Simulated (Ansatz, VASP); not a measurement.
Two plane-wave programs on Nb

INCAR

```
ALGO     = Normal         # electronic algorithm
EDIFF    = 1E-8           # SCF threshold, eV
ENCUT    = 520            # plane-wave cutoff, eV
GGA      = PS             # functional
ISIF     = 2              # what is computed and relaxed
ISMEAR   = -1             # smearing method
LASPH    = T              # aspherical terms in the spheres
LCHARG   = F              # write CHGCAR
LEFG     = T            
LREAL    = F              # projectors in reciprocal space
LWAVE    = F              # write WAVECAR
NBANDS   = 12             # bands
NELM     = 60             # most SCF steps
PREC     = Accurate       # precision mode
SIGMA    = 0.08           # smearing width, eV
```

File KPOINTS:

```
k-points
0
Gamma
  13 13 13
```

The input POSCAR:

```
Nb
1.0
    0.0000000000      2.0972260504      2.0972260504
    2.0972260504      0.0000000000      2.0972260504
    2.0972260504      2.0972260504      0.0000000000
Nb
1
Direct
    0.0000000000      0.0000000000      0.0000000000
```

Input for Ansatz:

```yaml
crystal:
  lattice:
    - [0.0, 2.0972260504, 2.0972260504]
    - [2.0972260504, 0.0, 2.0972260504]
    - [2.0972260504, 2.0972260504, 0.0]
  atoms:
    - { symbol: Nb, position: [0.0, 0.0, 0.0] }
kpoints:
  mp_grid: { grid: [13, 13, 13] }
scf:
  occupations: { method: fermi_dirac, width: 0.08 }
hamiltonian:
  xc: pbesol
  pseudopotentials: { kind: paw }
output:
  forces: true
  stress: true
  eigenvalues: true
  efg: { contact_densities: true }
```

Change from the starting cell: volume scaled by 0.975, PAW files.

Alike in both runs: task electric field gradients; functional PBEsol; k mesh 13 × 13 × 13; occupations fermi-dirac, width 0.08 eV; no spin polarisation.

|  | VASP | Ansatz |
| --- | --- | --- |
| version | VASP 6.6.1 | Ansatz 0.2.0 |
| potentials or method | VASP PAW PBE potentials, release 64 (Nb_sv) | PAW with Ansatz's default frozen-core files, scalar-relativistic |
| plane-wave cutoff (eV) | 520 | 420 |
| valence electrons in the cell | 13 | 13 |

Ansatz gave:

```
pressure (GPa)                                                 : -2.6
Vzz of the field gradient on the site that differs most (V/Å²) : 0.0
```

Task: Estimate VASP's values.

Result: Pressure (GPa): -2.9; Vzz of the field gradient on the site that differs most (V/Å²): 0.0.

Ansatz warned: «gradients_without_spin_orbit».

Caveats: the PAW data sets were made with another functional, which shifts forces and pressure a little (VASP).
